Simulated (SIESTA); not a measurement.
## Sb under changes of volume

One of the cells (31.554 Å³/atom); the others are scaled copies at fixed shape and fractional positions:

```
Sb
1.0
     3.16000    0.00000    0.00000
     0.00000    3.16000    0.00000
     0.00000    0.00000    3.16000
Sb
1
Direct
  0.00000 0.00000 0.00000
```

This isn't the form of Sb at room conditions, which is rhombohedral.

- Program: SIESTA 5.4.2
- Functional: PBEsol
- Potentials or basis: PseudoDojo 0.4 standard (PBEsol files)
- Basis: DZP (energy shift 0.003 Ry; two zetas on semicore shells)
- Grid cutoff: 500 Ry
- Energy shift: 0.003 Ry
- k mesh: 8 × 8 × 8
- Occupations: fermi-dirac, width 0.05 eV
- Spin: no spin polarisation

```tsv
volume (Å³/atom)	energy over the lowest point (meV/atom)	pressure (GPa)
29.661	0.00	-0.6
30.292	4.83	-1.8
30.923	14.23	-2.9
31.554	27.52	-3.8
32.186	44.55	-4.7
32.817	64.75	-5.5
33.448	?	?
```

**Question.** What does the run at 33.448 Å³/atom give?

**Answer.** Energy over the lowest point 87.86 meV/atom; pressure -6.1 GPa.

Worked out: A Birch-Murnaghan fit of order 3 (a polynomial in V^(-2/3)) to the other rows has its minimum at 29.36 Å³/atom, just outside them, with B0 = V·E''(V) = 62 GPa and B' = 4.1. It gives 87.87 meV/atom at 33.448 Å³/atom, against the run's 87.86, and -dE/dV = -6.2 GPa, against -6.1.

Energies are extrapolated to zero smearing.

Caveats: the basis of atomic orbitals isn't converged, which shifts pressures, moduli and gaps.
